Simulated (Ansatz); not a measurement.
# Ir: pressure up to the limit of the methods, part 2 of 2

How does Ir (diamond type) answer strong compression? The runs shown use PAW. Its runs: cell relaxed at zero pressure (PAW); volume scaled by 1 (PAW and PAW (partial_waves polarizable)); volume scaled by 0.88 (PAW); volume scaled by 0.78 (PAW); volume scaled by 0.68 (PAW); volume scaled by 0.58 (PAW); volume scaled by 0.5 (PAW); volume scaled by 0.43 (PAW and PAW (cutoff 600 eV)).

Ansatz 0.2.0; DFT PBE; a cell built from a prototype (diamond type), not taken from measurement.

## 6. Volume scaled by 0.88, PAW

Input file input.yaml:

```yaml
crystal:
  lattice:
    - [0.0, 2.6675485616, 2.6675485616]
    - [2.6675485616, 0.0, 2.6675485616]
    - [2.6675485616, 2.6675485616, 0.0]
  atoms:
    - { symbol: Ir, position: [-0.125, -0.125, -0.125] }
    - { symbol: Ir, position: [0.125, 0.125, 0.125] }
kpoints:
  mp_grid: { grid: [14, 14, 14] }
scf:
  occupations: { method: fermi_dirac, width: 0.05 }
hamiltonian:
  xc: pbe
  pseudopotentials: { kind: paw }
output:
  forces: true
  stress: true
  eigenvalues: true
  populations: true
```

On the command line:

```console
$ ansatz run input.yaml --threads 1 --pin off --max-ram 2048MiB --backend cpu --events-out ev --progress --plain --runs-dir out
```

Log (excerpt; [...] marks lines left out):

```text
[...]
Pseudopotentials: kind: paw
Pseudopotential: Ir, paw, valence charge 17, recommended cutoff 420 eV (normal)
Functional definition: PBE
[...]
Crystal: 2 atoms, lattice volume = 37.964 Å³
Basis set: ecut = 420 eV, 725 PW (Γ), exchange–correlation on 54×54×54 points (8 copies of the dense FFT grid, shifted against one another)
Bands: 21, of which v1, the nominal top of the filled ones, is band 17 counted from 1 (16 counted from 0)
[...]
--- Stress (GPa, compression-positive) ---
       32.488589       0.000000       0.000000
        0.000000      32.488589      -0.000000
        0.000000       0.000000      32.488589
  P = ⅓ Tr σ = 32.4886 GPa (324.886 kbar)
--- Band table (eV; the first three rows and the last of 104) ---
[... band rows left out ...]
[...]
--- Löwdin populations: 2 sites ---
  site symbol       q [e]
     0     Ir     16.8282
     1     Ir     16.8282
  spilling = 0.010104 (of n_electrons = 34.000000)
```

Run time: 4.5 s. Hardware: 1 thread of Intel Xeon Platinum 8488C (Sapphire Rapids), shared host; peak memory 0.41 GiB.

Result: pressure 32.49 GPa; no gap.

## 7. Volume scaled by 0.78, PAW

Edit input.yaml of step 6 so:

```diff
@@ -2,5 +2,5 @@
   lattice:
-    - [0.0, 2.6675485616, 2.6675485616]
-    - [2.6675485616, 0.0, 2.6675485616]
-    - [2.6675485616, 2.6675485616, 0.0]
+    - [0.0, 2.5624160416, 2.5624160416]
+    - [2.5624160416, 0.0, 2.5624160416]
+    - [2.5624160416, 2.5624160416, 0.0]
   atoms:
```

On the command line:

```console
$ ansatz run input.yaml --threads 1 --pin off --max-ram 2048MiB --backend cpu --events-out ev --progress --plain --runs-dir out
```

Log (excerpt; [...] marks lines left out):

```text
[...]
[... 3 set-up lines as earlier in the session ...]
[...]
Crystal: 2 atoms, lattice volume = 33.650 Å³
Basis set: ecut = 420 eV, 645 PW (Γ), exchange–correlation on 50×50×50 points (8 copies of the dense FFT grid, shifted against one another)
Bands: 21, of which v1, the nominal top of the filled ones, is band 17 counted from 1 (16 counted from 0)
[...]
--- Stress (GPa, compression-positive) ---
       84.349916       0.000000       0.000000
        0.000000      84.349916      -0.000000
       -0.000000      -0.000000      84.349916
  P = ⅓ Tr σ = 84.3499 GPa (843.499 kbar)
--- Band table (eV; the first three rows and the last of 104) ---
[... band rows left out ...]
[...]
--- Löwdin populations: 2 sites ---
  site symbol       q [e]
     0     Ir     16.8288
     1     Ir     16.8288
  spilling = 0.010073 (of n_electrons = 34.000000)
```

Wall time 2.7 s (1 thread of Intel Xeon Platinum 8488C (Sapphire Rapids), shared host); peak memory 0.4 GiB.

In short: pressure 84.35 GPa; no gap.

## 8. Volume scaled by 0.68, PAW

Edit input.yaml of step 7 so:

```diff
@@ -2,5 +2,5 @@
   lattice:
-    - [0.0, 2.5624160416, 2.5624160416]
-    - [2.5624160416, 0.0, 2.5624160416]
-    - [2.5624160416, 2.5624160416, 0.0]
+    - [0.0, 2.4478666069, 2.4478666069]
+    - [2.4478666069, 0.0, 2.4478666069]
+    - [2.4478666069, 2.4478666069, 0.0]
   atoms:
```

On the command line:

```console
$ ansatz run input.yaml --threads 1 --pin off --max-ram 2048MiB --backend cpu --events-out ev --progress --plain --runs-dir out
```

Log (excerpt; [...] marks lines left out):

```text
[...]
[... 3 set-up lines as earlier in the session ...]
[...]
Crystal: 2 atoms, lattice volume = 29.335 Å³
Basis set: ecut = 420 eV, 537 PW (Γ), exchange–correlation on 48×48×48 points (8 copies of the dense FFT grid, shifted against one another)
Bands: 21, of which v1, the nominal top of the filled ones, is band 17 counted from 1 (16 counted from 0)
[...]
--- Stress (GPa, compression-positive) ---
      180.330497      -0.000000      -0.000000
       -0.000000     180.330497      -0.000000
       -0.000000       0.000000     180.330497
  P = ⅓ Tr σ = 180.3305 GPa (1803.305 kbar)
--- Band table (eV; the first three rows and the last of 104) ---
[... band rows left out ...]
[...]
--- Löwdin populations: 2 sites ---
  site symbol       q [e]
     0     Ir     16.8318
     1     Ir     16.8318
  spilling = 0.009895 (of n_electrons = 34.000000)
```

It took 2.5 s on 1 thread of Intel Xeon Platinum 8488C (Sapphire Rapids), shared host; peak memory 0.4 GiB.

Read from it: pressure 180.33 GPa; no gap.

## 9. Volume scaled by 0.58, PAW

Edit input.yaml of step 8 so:

```diff
@@ -2,5 +2,5 @@
   lattice:
-    - [0.0, 2.4478666069, 2.4478666069]
-    - [2.4478666069, 0.0, 2.4478666069]
-    - [2.4478666069, 2.4478666069, 0.0]
+    - [0.0, 2.3214577007, 2.3214577007]
+    - [2.3214577007, 0.0, 2.3214577007]
+    - [2.3214577007, 2.3214577007, 0.0]
   atoms:
```

On the command line:

```console
$ ansatz run input.yaml --threads 1 --pin off --max-ram 2048MiB --backend cpu --events-out ev --progress --plain --runs-dir out
```

Log (excerpt; [...] marks lines left out):

```text
[...]
[... 3 set-up lines as earlier in the session ...]
[...]
Crystal: 2 atoms, lattice volume = 25.021 Å³
Basis set: ecut = 420 eV, 531 PW (Γ), exchange–correlation on 48×48×48 points (8 copies of the dense FFT grid, shifted against one another)
Bands: 21, of which v1, the nominal top of the filled ones, is band 17 counted from 1 (16 counted from 0)
[...]
--- Stress (GPa, compression-positive) ---
      365.294823       0.000000       0.000000
        0.000000     365.294823       0.000000
        0.000000       0.000000     365.294823
  P = ⅓ Tr σ = 365.2948 GPa (3652.948 kbar)
--- Band table (eV; the first three rows and the last of 104) ---
[... band rows left out ...]
[...]
--- Löwdin populations: 2 sites ---
  site symbol       q [e]
     0     Ir     16.8359
     1     Ir     16.8359
  spilling = 0.009654 (of n_electrons = 34.000000)
```

Wall time 2.3 s (1 thread of Intel Xeon Platinum 8488C (Sapphire Rapids), shared host); peak memory 0.39 GiB.

In short: pressure 365.29 GPa; no gap.

## 10. Volume scaled by 0.5, PAW

Edit input.yaml of step 9 so:

```diff
@@ -2,5 +2,5 @@
   lattice:
-    - [0.0, 2.3214577007, 2.3214577007]
-    - [2.3214577007, 0.0, 2.3214577007]
-    - [2.3214577007, 2.3214577007, 0.0]
+    - [0.0, 2.209402181, 2.209402181]
+    - [2.209402181, 0.0, 2.209402181]
+    - [2.209402181, 2.209402181, 0.0]
   atoms:
```

On the command line:

```console
$ ansatz run input.yaml --threads 1 --pin off --max-ram 2048MiB --backend cpu --events-out ev --progress --plain --runs-dir out
```

Log (excerpt; [...] marks lines left out):

```text
[...]
[... 3 set-up lines as earlier in the session ...]
[...]
Crystal: 2 atoms, lattice volume = 21.570 Å³
Basis set: ecut = 420 eV, 411 PW (Γ), exchange–correlation on 48×48×48 points (8 copies of the dense FFT grid, shifted against one another)
Bands: 21, of which v1, the nominal top of the filled ones, is band 17 counted from 1 (16 counted from 0)
[...]
--- Stress (GPa, compression-positive) ---
      645.836266      -0.000000      -0.000000
       -0.000000     645.836266       0.000000
        0.000000       0.000000     645.836266
  P = ⅓ Tr σ = 645.8363 GPa (6458.363 kbar)
--- Band table (eV; the first three rows and the last of 104) ---
[... band rows left out ...]
[...]
--- Löwdin populations: 2 sites ---
  site symbol       q [e]
     0     Ir     16.8356
     1     Ir     16.8356
  spilling = 0.009670 (of n_electrons = 34.000000)
```

Wall time 2.4 s (1 thread of Intel Xeon Platinum 8488C (Sapphire Rapids), shared host); peak memory 0.38 GiB.

Result: pressure 645.84 GPa; no gap.

## 11. Volume scaled by 0.43, PAW

Input file input.yaml:

```yaml
crystal:
  lattice:
    - [0.0, 2.1010719692, 2.1010719692]
    - [2.1010719692, 0.0, 2.1010719692]
    - [2.1010719692, 2.1010719692, 0.0]
  atoms:
    - { symbol: Ir, position: [-0.125, -0.125, -0.125] }
    - { symbol: Ir, position: [0.125, 0.125, 0.125] }
kpoints:
  mp_grid: { grid: [14, 14, 14] }
  band_path:
    path:
      - [0.0, 0.0, 0.0]
      - [0.5, 0.0, 0.5]
      - [0.625, 0.25, 0.625]
      - [0.375, 0.375, 0.75]
      - [0.0, 0.0, 0.0]
      - [0.5, 0.5, 0.5]
      - [0.5, 0.25, 0.75]
      - [0.5, 0.0, 0.5]
    npoints: 8
scf:
  occupations: { method: fermi_dirac, width: 0.05 }
hamiltonian:
  xc: pbe
  pseudopotentials: { kind: paw }
output:
  forces: true
  stress: true
  eigenvalues: true
  populations: true
  dos: { projected: true, de: 0.2, e_range: [-14, 8] }
```

On the command line:

```console
$ ansatz run input.yaml --threads 1 --pin off --max-ram 2048MiB --backend cpu --events-out ev --progress --plain --runs-dir out
```

Log:

```text
Engine: ansatz 0.2.0
[... 3 set-up lines as earlier in the session ...]
  parameter kappa = 0.804
  parameter beta = 0.06672455060314922
  exchange = pbe_x(kappa = kappa, mu = beta*pi^2/3)
  correlation = pbe_c(beta = beta)
Crystal: 2 atoms, lattice volume = 18.550 Å³
Basis set: ecut = 420 eV, 339 PW (Γ), exchange–correlation on 40×40×40 points (8 copies of the dense FFT grid, shifted against one another)
Bands: 21, of which v1, the nominal top of the filled ones, is band 17 counted from 1 (16 counted from 0)
[... 1 set-up line as earlier in the session ...]
Space group: Fd-3m (ITA 227), of the structure as read, at distance tolerance 2.6e-5 Å
k-points: 104 of 2744
Non-local potential: Ir, projectors of the file, l = 0: 3, l = 1: 2, l = 2: 2, l = 3: 1
PAW form: soft (Blöchl's): semilocal exchange-correlation on the pseudo side does not see the compensation charge
PAW one-centre angular grid: Ir, 590 points (default); XC on 64 Gauss nodes
Initial density: superposition of atomic densities (neutral atoms: chi_scale 0, normalization atom), corrected by the library's trained network
Initial wavefunctions: pseudopotential atomic-orbital guess
Functional: x = pbe(κ = 0.804, μ = 0.2195149727645171), c = pbe(β = 0.06672455060314922)
SCF iter   1: F=—  HF=-23829.787425 eV  |F-HF|=—  |Δ(HF+E_count)|=         —  Δρ=8.29e-2  dr2=4.68e-1  ethr=1.77e-3  ⟨swp⟩=6.1  Hψ=10620  notcnv=0
preconditioner: auto → Kerker (q_TF=auto, 3.018 Å⁻¹)  [metal: Δε(μ)=0.092 eV  Ē_g=14.940 eV  σ=0.050 eV  W_gap=0.40  n_scr=14 (ndim 8)  ℏωp=36.6 eV  f_vac=0.000  D(μ)=0.72/eV (n_scr^D=8)]
SCF iter   2: F=—  HF=-23829.647360 eV  |F-HF|=—  |Δ(HF+E_count)|=   1.40e-1  Δρ=4.67e-2  dr2=1.58e-1  ethr=1.38e-3  ⟨swp⟩=2.0  Hψ=3413  notcnv=0  defer=12
SCF iter   3: F=—  HF=-23829.594477 eV  |F-HF|=—  |Δ(HF+E_count)|=   5.29e-2  Δρ=5.34e-3  dr2=5.43e-3  ethr=4.64e-4  ⟨swp⟩=2.0  Hψ=4336  notcnv=0  defer=12
SCF iter   4: F=—  HF=-23829.593208 eV  |F-HF|=—  |Δ(HF+E_count)|=   1.27e-3  Δρ=1.02e-3  dr2=1.08e-4  ethr=1.60e-5  ⟨swp⟩=2.0  Hψ=3071  notcnv=0  defer=12
SCF iter   5: F=—  HF=-23829.593222 eV  |F-HF|=—  |Δ(HF+E_count)|=   1.40e-5  Δρ=2.18e-4  dr2=3.02e-6  ethr=3.18e-7  ⟨swp⟩=2.5  Hψ=3801  notcnv=0  defer=12
SCF iter   6: F=—  HF=-23829.593189 eV  |F-HF|=—  |Δ(HF+E_count)|=   3.31e-5  Δρ=3.38e-5  dr2=8.98e-8  ethr=2.94e-10  ⟨swp⟩=4.5  Hψ=10649  notcnv=0
SCF iter   7: F=-23829.593189 eV  HF=-23829.593189 eV  |F-HF|=9.97e-10  |Δ(HF+E_count)|=   5.15e-8  Δρ=4.27e-6  dr2=1.20e-9  ethr=2.64e-10  ⟨swp⟩=2.7  Hψ=7510  notcnv=0
SCF 1 converged in 7 iterations: F = -23829.593189 eV  dr2 = 1.20e-9
NSCF: frozen V_eff on 57 k-points
SCF converged after 7 iterations
Free energy (F): -23829.593189 eV
Harris-Foulkes:  -23829.593189 eV  (|F-HF|=9.97e-10)
Internal energy: -23829.587553 eV  (E = F + TS)
E sigma→0 (E₀):  -23829.590371 eV
Entropy (-TS):   -0.005636 eV (-2.818 meV/atom)
Fermi energy:    43.131526 eV
--- Per-component energies (eV) ---
  E_band       = 267.324850
  E_kinetic    = 1368.904788
  E_local      = -1872.811401  (includes V_loc(G=0)·N_el)
  E_nonlocal   = 187.452744
  E_hartree    = 859.782261
  E_xc         = -562.309065
  E_vxc        = -635.298440  (∫ρ·V_xc dr)
  E_paw        = -18475.914256  (= ΣΔE_a)
  E_vpaw       = -500.487429  (= ΣTr[D̂ρ^β])
  E_aug_tail   = 0.000131  (compensation charges beyond the density's cutoff)
  E_ewald      = -5334.692756
  E_smearing   = -0.005636  (= −TS)
  E_closure    = 0.000000  (closes the sum)
  Σ components = -23829.593189   (vs F -23829.593189, Δ=0.00e0)
--- Forces (eV/Å), atoms counted from 1 ---
  atom   1  Ir     0.00000000     0.00000000    -0.00000000
  atom   2  Ir     0.00000000     0.00000000    -0.00000000
  max |Σ_I F_I| component: 2.22e-16 eV/Å
--- Stress (GPa, compression-positive) ---
     1091.936992       0.000000      -0.000000
       -0.000000    1091.936992      -0.000000
       -0.000000      -0.000000    1091.936992
  P = ⅓ Tr σ = 1091.9370 GPa (10919.370 kbar)
--- Band table (eV; the first three rows and the last of 104) ---
  k-point 0: bands = ["-55.3401", "-51.1288", "-14.0107", "-14.0107", "-14.0107", "-8.4521", "-8.4521", "-8.4521", "27.7320", "28.4661", "28.4661", "33.0859", "33.0859", "33.0859", "40.3567", "40.3567", "40.3567", "47.8047", "47.8047", "53.8073", "55.6198"]
  k-point 1: bands = ["-55.3053", "-51.1747", "-14.0491", "-14.0491", "-14.0025", "-8.4279", "-8.3985", "-8.3985", "27.9560", "28.3896", "28.3896", "33.0032", "33.2668", "33.2668", "39.8740", "40.2197", "40.2197", "47.7540", "47.7540", "53.2624", "55.6867"]
  k-point 2: bands = ["-55.2037", "-51.3073", "-14.1532", "-14.1532", "-13.9826", "-8.3553", "-8.2518", "-8.2518", "28.2450", "28.2450", "28.5690", "32.8110", "33.6346", "33.6346", "38.6851", "39.9333", "39.9333", "47.6046", "47.6046", "52.9424", "55.9349"]
  k-point 103: bands = ["-53.3803", "-53.3803", "-15.4104", "-15.4104", "-10.8909", "-10.8909", "-6.4858", "-6.4858", "26.6141", "26.6141", "32.0855", "32.0855", "36.0517", "36.0517", "37.9435", "37.9435", "45.9747", "45.9747", "46.7184", "46.7184", "48.7693"]
--- Löwdin populations: 2 sites ---
  site symbol       q [e]
     0     Ir     16.8276
     1     Ir     16.8276
  spilling = 0.010141 (of n_electrons = 34.000000)
```

Run time: 3.2 s. Hardware: 1 thread of Intel Xeon Platinum 8488C (Sapphire Rapids), shared host; peak memory 0.38 GiB.

Read from it: pressure 1091.94 GPa; no gap.

At the corners of the path (eV, zero at the Fermi level):

| point | band 13 | band 14 | band 15 | band 16 | band 17 | band 18 | band 19 |
| --- | --- | --- | --- | --- | --- | --- | --- |
| Γ | -10.05 | -10.05 | -2.77 | -2.77 | -2.77 | 4.67 | 4.67 |
| X | -7.65 | -7.65 | -3.69 | -3.69 | 2.82 | 2.82 | 4.20 |
| U | -7.36 | -7.18 | -6.36 | -3.91 | 1.47 | 1.56 | 3.89 |
| K | -7.36 | -7.18 | -6.36 | -3.91 | 1.47 | 1.56 | 3.89 |
| Γ | -10.05 | -10.05 | -2.77 | -2.77 | -2.77 | 4.67 | 4.67 |
| L | -12.32 | -10.36 | -3.36 | -0.57 | -0.57 | 2.48 | 2.48 |
| W | -7.02 | -7.02 | -5.30 | -5.30 | 2.81 | 2.81 | 3.57 |
| X | -7.65 | -7.65 | -3.69 | -3.69 | 2.82 | 2.82 | 4.20 |

States per cell, counted by energy window (eV from the Fermi level, on a grid of 0.20 eV):

| from | to | total | Ir 5d | Ir 6s |
| --- | --- | --- | --- | --- |
| -10 | -9 | 1.35 | 1.08 | 0.21 |
| -9 | -8 | 1.41 | 1.15 | 0.19 |
| -8 | -7 | 0.85 | 0.68 | 0.11 |
| -7 | -6 | 0.79 | 0.64 | 0.10 |
| -6 | -5 | 1.02 | 0.84 | 0.11 |
| -5 | -4 | 0.92 | 0.70 | 0.15 |
| -4 | -3 | 1.16 | 0.89 | 0.17 |
| -3 | -2 | 0.95 | 0.78 | 0.08 |
| -2 | -1 | 0.92 | 0.67 | 0.15 |
| -1 | 0 | 0.61 | 0.40 | 0.12 |
| 0 | 1 | 0.71 | 0.49 | 0.10 |
| 1 | 2 | 0.83 | 0.59 | 0.09 |
| 2 | 3 | 0.51 | 0.38 | 0.05 |
| 3 | 4 | 0.76 | 0.57 | 0.11 |
| 4 | 5 | 1.43 | 1.00 | 0.26 |

## 12. Volume scaled by 0.43, PAW (cutoff 600 eV)

Input file input.yaml:

```yaml
crystal:
  lattice:
    - [0.0, 2.1010719692, 2.1010719692]
    - [2.1010719692, 0.0, 2.1010719692]
    - [2.1010719692, 2.1010719692, 0.0]
  atoms:
    - { symbol: Ir, position: [-0.125, -0.125, -0.125] }
    - { symbol: Ir, position: [0.125, 0.125, 0.125] }
kpoints:
  mp_grid: { grid: [14, 14, 14] }
scf:
  occupations: { method: fermi_dirac, width: 0.05 }
hamiltonian:
  xc: pbe
  pseudopotentials: { kind: paw }
output:
  forces: true
  stress: true
  eigenvalues: true
basis:
  ecutwfc: 600
```

On the command line:

```console
$ ansatz run input.yaml --threads 1 --pin off --max-ram 2048MiB --backend cpu --events-out ev --progress --plain --runs-dir out
```

Log (excerpt; [...] marks lines left out):

```text
[...]
[... 3 set-up lines as earlier in the session ...]
[...]
Crystal: 2 atoms, lattice volume = 18.550 Å³
Basis set: ecut = 600 eV, 609 PW (Γ), exchange–correlation on 48×48×48 points (8 copies of the dense FFT grid, shifted against one another)
Bands: 21, of which v1, the nominal top of the filled ones, is band 17 counted from 1 (16 counted from 0)
[...]
Fermi energy:    43.130147 eV
[...]
--- Forces (eV/Å), atoms counted from 1 ---
  atom   1  Ir     0.00000000     0.00000000     0.00000000
  atom   2  Ir     0.00000000    -0.00000000    -0.00000000
[...]
--- Stress (GPa, compression-positive) ---
     1091.715433       0.000000      -0.000000
       -0.000000    1091.715433       0.000000
       -0.000000      -0.000000    1091.715433
  P = ⅓ Tr σ = 1091.7154 GPa (10917.154 kbar)
--- Band table (eV; the first three rows and the last of 104) ---
[... band rows left out ...]
[...]
```

It took 3.3 s on 1 thread of Intel Xeon Platinum 8488C (Sapphire Rapids), shared host; peak memory 0.39 GiB.

Result: pressure 1091.72 GPa; no gap.

## 13. All runs together

```
                         method  volume over the first  volume (Å³/atom)  pressure (GPa)  SCF cycles, by the record's count
                            PAW                      1            21.570            0.00                                  6
                            PAW                   0.88            18.982           32.49                                  6
                            PAW                   0.78            16.825           84.35                                  6
                            PAW                   0.68            14.668          180.33                                  6
                            PAW                   0.58            12.511          365.29                                  6
                            PAW                    0.5            10.785          645.84                                  6
                            PAW                   0.43             9.275         1091.94                                  7
            PAW (cutoff 600 eV)                   0.43             9.275         1091.72                                  7
PAW (partial_waves polarizable)                      1            21.570            0.00                                  6
```

## 14. What came out

This closing draws on all 2 parts.

```
                                          quantity       value
                PAW pressure at 0.43 of the volume  1091.9 GPa
PAW (cutoff 600 eV) pressure at 0.43 of the volume  1091.7 GPa
        fitted bulk modulus at zero pressure (PAW)     201 GPa
                           its pressure derivative        4.34
```

**Reading.** By PAW the pressure climbs to 1092 GPa at 0.43 of the first volume. A third-order Birch-Murnaghan curve fits the range only roughly (B₀ = 201 GPa, B′ = 4.34, misfit at most 10.51 GPa). A fit over so wide a range leans to the high pressures, so B₀ can be off by several per cent. No all-electron run checks these rows here, and frozen cores can fail under such compression. The ions are at rest, and the electrons smeared by 0.05 eV. Spin-orbit coupling is left out, though the cell holds Ir; in elements this heavy it can shift bands and gaps by tenths of an eV.
